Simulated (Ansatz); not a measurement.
# InSe in Ansatz: convergence with k mesh

Input of the first run (k mesh 2 × 2 × 2); the others differ in this setting and in those tied to it:

input.yaml

```yaml
crystal:
  lattice:
    - [3.63204, 0.0, 0.0]
    - [0.0, 3.63204, 0.0]
    - [0.0, 0.0, 3.63204]
  atoms:
    - { symbol: In, position: [0.5, 0.5, 0.5] }
    - { symbol: Se, position: [0.0, 0.0, 0.0] }
hamiltonian:
  xc: pbe
  pseudopotentials: { kind: nc, accuracy: standard }
kpoints:
  mp_grid: { grid: [2, 2, 2] }
scf:
  occupations: { method: fermi_dirac, width: 0.05 }
output:
  forces: true
  stress: true
  eigenvalues: true
```

Potentials or basis: PseudoDojo standard (PBE files).

Launch:

```sh
$ ansatz run input.yaml --threads 2 --pin off --max-ram 5632MiB --backend cpu --events-out ev --progress --plain --runs-dir out
```

The cell was built by a generator and needn't be a form met in nature.

Hardware: 2 threads of Arm Neoverse V2 (shared host).

```csv
k mesh,"energy less the tightest run, at zero smearing (meV/atom)",pressure (GPa),SCF cycles,CPU time (s),peak memory (GiB)
2 × 2 × 2,497.60,6.47,10,2.4,0.31
3 × 3 × 3,363.61,4.66,9,1.6,0.31
4 × 4 × 4,78.36,1.88,8,2.6,0.33
5 × 5 × 5,45.25,0.48,7,2.8,0.33
7 × 7 × 7,-6.33,-0.05,7,4.8,0.37
8 × 8 × 8,13.48,0.24,8,7.7,0.41
10 × 10 × 10,3.29,-0.01,8,11,0.44
12 × 12 × 12,0.00,0.06,7,14,0.5
```

Against the tightest run, the pressure stays within 0.1 GPa from 10 × 10 × 10 on. Not settled before the last step: the energy (to 1 meV/atom). Meshes of other sizes hit other points, so gaps and Fermi surfaces needn't settle smoothly. The tightest run that finished is the yardstick and may itself not be fully converged.
